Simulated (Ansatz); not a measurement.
Runs of Ansatz 0.2.0 on Sb. Symmetry: Im-3m, No. 229, cubic system. Conventional cell: a = 3.743 Å, b = 3.743 Å, c = 3.743 Å, α = 90.00°, β = 90.00°, γ = 90.00°. Sb (site symmetry m-3m) is surrounded by 8 Sb at 3.24 Å. This isn't the form of Sb at room conditions, which is rhombohedral.

| task | level | cell | k mesh | atoms under strain | gap on the mesh (eV) | pressure (GPa) | relaxed volume (Å³/atom) |
| --- | --- | --- | --- | --- | --- | --- | --- |
| relaxation of cell and atoms | RPBE+D4 | relaxed | 10 × 10 × 10 | - | none | 0.0 | 25.68 |
| relaxation of cell and atoms | BLYP+D3(BJ) | relaxed | 10 × 10 × 10 | - | none | 0.0 | 26.89 |
| relaxation of cell and atoms | revPBE+D3(BJ) | relaxed | 10 × 10 × 10 | - | none | 0.0 | 25.48 |
| elastic constants | LDA | as given | 7 × 7 × 7 | relaxed | none | (a) | - |
| phonons | LDA | as given | 7 × 7 × 7 | - | none | - | - |
| relaxation of cell and atoms | revPBE+D4 | relaxed | 10 × 10 × 10 | - | none | 0.0 | 25.84 |
| relaxation of cell and atoms | BLYP+D4 | relaxed | 10 × 10 × 10 | - | none | 0.0 | (b) |

Alike in all rows: potentials or basis Ansatz PAW; no spin polarisation; cutoff (eV) 420; smearing fermi-dirac 0.05 eV.

Task: Fill in the values left out.

Result: (a) -1.8; (b) 27.41.

Caveats: the PAW data sets come from PBE, with cores solved anew for the run's functional, which leaves a small shift of forces and pressure; the plane-wave basis is chosen anew once the cell has moved, so the energies of steps on either side of that aren't comparable (some runs); pairwise dispersion overbinds metals, which lowers pressure and volume (some runs); the elastic tensor has a negative eigenvalue, so either the cell is unstable as it stands or the mesh is too thin (some runs).

A k mesh can miss the band edges, and the runs leave out spin-orbit coupling on Sb.

A gap of «none» marks a metal or a gap under the smearing width.

Runs at the PBE level aren't shown here.
